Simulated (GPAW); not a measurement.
# Collinear magnetic orders of 1 ML Co on Pd(111), fcc site, 3 substrate layers with GPAW

Wanted: the moments of 1 ML Co on Pd(111), fcc site, 3 substrate layers and the energy of each order that was tried.

Program: GPAW 26.7.0. Level of theory: PBE; plane waves with GPAW's PAW setups, scalar-relativistic. Results are calculated unless marked as measured.

Report form: the programs' logs are mostly left out.

**1. The starting structure**

The cell holds 4 atoms: 3 Pd and 1 Co. Cell: a = 2.753 Å, b = 2.753 Å, c = 20.586 Å, α = 90.0°, β = 90.0°, γ = 120.0°. pseudomorphic film on the substrate's lattice, hard-sphere layer spacings, unrelaxed, 14 A of vacuum. Vacuum lies along c.

Coordinates:

```cif
data_structure
_symmetry_space_group_name_H-M 'P 1'
_symmetry_Int_Tables_number 1
_cell_length_a 2.7528
_cell_length_b 2.7528
_cell_length_c 20.5862
_cell_angle_alpha 90.000
_cell_angle_beta 90.000
_cell_angle_gamma 120.000
_cell_volume 135.10
loop_
_atom_site_label
_atom_site_type_symbol
_atom_site_fract_x
_atom_site_fract_y
_atom_site_fract_z
_atom_site_occupancy
Pd1 Pd 0.00000 0.00000 0.34003 1
Pd2 Pd 0.66667 0.33333 0.44921 1
Pd3 Pd 0.33333 0.66667 0.55840 1
Co4 Co 0.00000 0.00000 0.65997 1
```

**2. Order 1, typed as ferro +**

Parallel moments need no larger cell; this start tests for a ferromagnetic state only.

The input, order1.py:

```python
import json
import numpy as np
from ase import Atoms
from ase.parallel import paropen, parprint
from gpaw import GPAW

atoms = Atoms(['Pd', 'Pd', 'Pd', 'Co'],
    cell=[[2.752767, 0.0, 0.0],
         [-1.376383, 2.383966, 0.0],
         [0.0, 0.0, 20.586178]],
    scaled_positions=[[0.0, 0.0, 0.340034],
         [0.666667, 0.333333, 0.449215],
         [0.333333, 0.666667, 0.558396],
         [0.0, 0.0, 0.659966]],
    pbc=True,
    magmoms=[0.0, 0.0, 0.0, 2.0])
atoms.calc = GPAW(mode={'name': 'pw', 'ecut': 500},
    xc='PBE',
    kpts={'size': (14, 14, 1), 'gamma': True},
    occupations={'name': 'fermi-dirac', 'width': 0.05},
    convergence={'density': 1e-05, 'energy': 1e-05},
    maxiter=250,
    symmetry={'tolerance': 1e-4},
    txt='order1.txt')
e = atoms.get_potential_energy(force_consistent=True)
res = {'free_energy': e, 'energy_sigma0': atoms.get_potential_energy(), 'fermi_energy': atoms.calc.get_fermi_level()}
res['moments'] = atoms.get_magnetic_moments().tolist()
res['total'] = atoms.get_magnetic_moment()
parprint('site moments (muB):', np.round(res['moments'], 3))
parprint(f"total moment: {res['total']:.3f} muB")
parprint(f'free energy: {e:.6f} eV')
atoms.calc.write('order1.gpw')
with paropen('results.json', 'w') as f:
    json.dump(res, f)
```

Launch:

```bash
OMP_NUM_THREADS=1 mpirun -n 4 gpaw python order1.py > order1.log
```

Run time: 79 s. Hardware: 4 MPI ranks of Arm Neoverse V2, shared host; peak memory 0.99 GiB.

Spin moment in the augmentation sphere by atom:

| atom | spin moment in the augmentation sphere (μB) |
| --- | --- |
| Pd1 | 0.11 |
| Pd2 | 0.26 |
| Pd3 | 0.33 |
| Co4 | 2.04 |

Read from the output:

```
magnetization : 2.668 μB
final state   : ferromagnetic
```

After 35 cycles the largest moment stands at 2.04 μB.

**3. Order 2, typed as antiferro q=(0,1/2,0) +-**

An opposed order shows whether the pairs that it reverses prefer unlike signs.

This order needs a doubled cell of 8 atoms. Its mesh is chosen so that both cells sample the same points.

The input, order2.py:

```python
import json
import numpy as np
from ase import Atoms
from ase.parallel import paropen, parprint
from gpaw import GPAW

atoms = Atoms(['Pd', 'Pd', 'Pd', 'Pd', 'Pd', 'Pd', 'Co', 'Co'],
    cell=[[2.752767, 0.0, 0.0],
         [-2.752766, 4.767932, 0.0],
         [0.0, 0.0, 20.586178]],
    scaled_positions=[[0.0, 0.0, 0.340034],
         [0.0, 0.5, 0.340034],
         [0.666667, 0.1666665, 0.449215],
         [0.666667, 0.6666665, 0.449215],
         [0.333333, 0.3333335, 0.558396],
         [0.333333, 0.8333335, 0.558396],
         [0.0, 0.0, 0.659966],
         [0.0, 0.5, 0.659966]],
    pbc=True,
    magmoms=[0.0, 0.0, 0.0, 0.0, 0.0, 0.0, 2.0, -2.0])
atoms.calc = GPAW(mode={'name': 'pw', 'ecut': 500},
    xc='PBE',
    kpts={'size': (14, 7, 1), 'gamma': True},
    occupations={'name': 'fermi-dirac', 'width': 0.05},
    convergence={'density': 1e-05, 'energy': 1e-05},
    maxiter=250,
    symmetry={'tolerance': 1e-4},
    txt='order2.txt')
e = atoms.get_potential_energy(force_consistent=True)
res = {'free_energy': e, 'energy_sigma0': atoms.get_potential_energy(), 'fermi_energy': atoms.calc.get_fermi_level()}
res['moments'] = atoms.get_magnetic_moments().tolist()
res['total'] = atoms.get_magnetic_moment()
parprint('site moments (muB):', np.round(res['moments'], 3))
parprint(f"total moment: {res['total']:.3f} muB")
parprint(f'free energy: {e:.6f} eV')
atoms.calc.write('order2.gpw')
with paropen('results.json', 'w') as f:
    json.dump(res, f)
```

Launch:

```bash
OMP_NUM_THREADS=1 mpirun -n 4 gpaw python order2.py > order2.log
```

It took 23 min on 4 MPI ranks; peak memory 2.1 GiB.

Spin moment in the augmentation sphere by atom:

| atom | spin moment in the augmentation sphere (μB) |
| --- | --- |
| Pd1 | -0.01 |
| Pd2 | 0.01 |
| Pd3 | 0.01 |
| Pd4 | -0.01 |
| Pd5 | -0.05 |
| Pd6 | 0.05 |
| Co7 | 1.90 |
| Co8 | -1.90 |

Numbers from this step:

```yaml
magnetization: 0 μB
final_state: antiferromagnetic
```

It lies 230 meV a seeded atom over the first start, and its largest moment is 1.90 μB against 2.04 μB.

**4. Run 3 (no spin polarisation)**

This run holds no moments, which gives a state to set the others against.

The input, nospin.py:

```python
import json
import numpy as np
from ase import Atoms
from ase.parallel import paropen, parprint
from gpaw import GPAW

atoms = Atoms(['Pd', 'Pd', 'Pd', 'Co'],
    cell=[[2.752767, 0.0, 0.0],
         [-1.376383, 2.383966, 0.0],
         [0.0, 0.0, 20.586178]],
    scaled_positions=[[0.0, 0.0, 0.340034],
         [0.666667, 0.333333, 0.449215],
         [0.333333, 0.666667, 0.558396],
         [0.0, 0.0, 0.659966]],
    pbc=True)
atoms.calc = GPAW(mode={'name': 'pw', 'ecut': 500},
    xc='PBE',
    kpts={'size': (14, 14, 1), 'gamma': True},
    occupations={'name': 'fermi-dirac', 'width': 0.05},
    convergence={'density': 1e-05, 'energy': 1e-05},
    maxiter=250,
    symmetry={'tolerance': 1e-4},
    txt='nospin.txt')
e = atoms.get_potential_energy(force_consistent=True)
res = {'free_energy': e, 'energy_sigma0': atoms.get_potential_energy(), 'fermi_energy': atoms.calc.get_fermi_level()}
parprint(f'free energy: {e:.6f} eV')
atoms.calc.write('nospin.gpw')
with paropen('results.json', 'w') as f:
    json.dump(res, f)
```

Launch:

```bash
OMP_NUM_THREADS=1 mpirun -n 4 gpaw python nospin.py > nospin.log
```

Wall time 34 s (4 MPI ranks); peak memory 0.86 GiB.

Numbers from this step:

```yaml
final_state: non-magnetic (no spin polarisation)
```

It lies 586 meV a seeded atom over the first start.

**5. The states side by side**

These are free energies at a smearing of 0.05 eV, so its entropy term is in the differences. They are divided by the number of seeded atoms, so that cells of unlike size compare. Wavevectors q in the names are fractions of the reciprocal vectors of the first run's cell.

Orders:

| start | final state | typed order kept | energy over the lowest (meV a seeded atom) | largest site moment (μB) | net moment (μB a primitive cell) | mesh matched | CPU time (s) |
| --- | --- | --- | --- | --- | --- | --- | --- |
| ferro + | ferromagnetic | yes | 0 | 2.038 | 2.668 | yes | 316.9 |
| antiferro q=(0,1/2,0) +- | antiferromagnetic | yes | 230.4 | 1.895 | 0 | yes | 5614 |
| no spin polarisation | non-magnetic | - | 585.8 | 0 | 0 | yes | 134.4 |

**6. Results**

```json
{
 "lowest state found": "ferromagnetic (typed ferro +)",
 "largest site moment": "2.04 μB",
 "next state": "antiferromagnetic, 230 meV a seeded atom higher",
 "energy gained by spin polarisation": "586 meV a seeded atom"
}
```

In words: The lowest state found is ferromagnetic, reached from the start ferro +, with moments up to 2.04 μB. The next state costs 230 meV a seeded atom. Only 3 starts are shown; other collinear patterns, canted and longer-period orders are not.

[Logs and program files are shortened in this print: banners, set-up blocks, solver, clock and traceback lines can be left out without a mark of their own.]

[Logs are printed without paths, hosts, clocks, repeated set-up lines and the standing remarks that a program may print on its own settings, such as how far it seeks lower states.]

[Hosts, paths, dates, database ids (printed as entryN), source tags and the programs' standing remarks are cut or masked in the printed files.]

[Where a cell is said to come from a database of computed structures, the database is the Materials Project.]
